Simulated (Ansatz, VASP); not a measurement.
Te2Mo: VASP beside Ansatz

The input INCAR:

```
SYSTEM = Te2Mo
  PREC = Accurate
  ENCUT = 520
  EDIFF = 1E-7
  ISMEAR = -1
  SIGMA = 0.05
  LREAL = .FALSE.
  LASPH = .TRUE.
  NELM = 100
  ALGO = Normal
  ISIF = 2
  LWAVE = .FALSE.
  LCHARG = .FALSE.
  GGA = PE
  NBANDS = 35
```

Contents of KPOINTS:

```
regular mesh
0
G
  9 9 2
  0 0 0
```

The input POSCAR:

```
Te2Mo
1.0
    3.6302210686      0.0000000000      0.0000000000
   -1.8151105343      3.1438636667      0.0000000000
    0.0000000000      0.0000000000     25.2978812835
Te Mo
4 2
Direct
    0.3333333333      0.6666666667      0.2236394800
    0.6666666667      0.3333333333      0.9206288600
    0.6666666667      0.3333333333      0.7763605200
    0.3333333333      0.6666666667      0.0793711400
    0.6666666667      0.3333333333      0.1515414900
    0.3333333333      0.6666666667      0.8484585100
```

input.yaml

```yaml
crystal:
  lattice:
    - [3.6302210686, 0.0, 0.0]
    - [-1.8151105343, 3.1438636667, 0.0]
    - [0.0, 0.0, 25.2978812835]
  atoms:
    - { symbol: Te, position: [0.3333333333, 0.6666666667, 0.22363948] }
    - { symbol: Te, position: [0.6666666667, 0.3333333333, 0.92062886] }
    - { symbol: Te, position: [0.6666666667, 0.3333333333, 0.77636052] }
    - { symbol: Te, position: [0.3333333333, 0.6666666667, 0.07937114] }
    - { symbol: Mo, position: [0.6666666667, 0.3333333333, 0.15154149] }
    - { symbol: Mo, position: [0.3333333333, 0.6666666667, 0.84845851] }
hamiltonian:
  xc: pbe
  pseudopotentials: { kind: paw }
kpoints:
  mp_grid: { grid: [9, 9, 2] }
scf:
  occupations: { method: fermi_dirac, width: 0.05 }
output:
  forces: true
  stress: true
  eigenvalues: true
```

Change from the starting cell: volume scaled by 1.06.

Alike in both runs: task single point; functional PBE; k mesh 9 × 9 × 2; occupations fermi-dirac, width 0.05 eV; no spin polarisation.

|  | VASP | Ansatz |
| --- | --- | --- |
| version | VASP 6.6.1 | Ansatz 0.2.0 |
| potentials or method | VASP PAW PBE potentials, release 64 (Te, Mo_sv) | Ansatz PAW |
| plane-wave cutoff (eV) | 520 | 420 |
| valence electrons in the cell | 52 | 92 |

```csv
,VASP,Ansatz,Ansatz less VASP
gap on the k mesh at the Fermi level (eV),0.94,0.94,0.000
least direct gap on the mesh (eV),0.94,0.94,0.000
rms of the force components (eV/Å),0.248,0.254,+0.0054
```

Atom by atom the forces differ by 0.005 eV/Å (rms over components). The two sets of potentials don't hold the same shells in valence.

Caveats: spin-orbit coupling is left out, which moves the levels of the heavy elements; odd divisions of the mesh miss points on the zone boundary, where band edges often lie, so the gap on the mesh can be too wide (Ansatz).
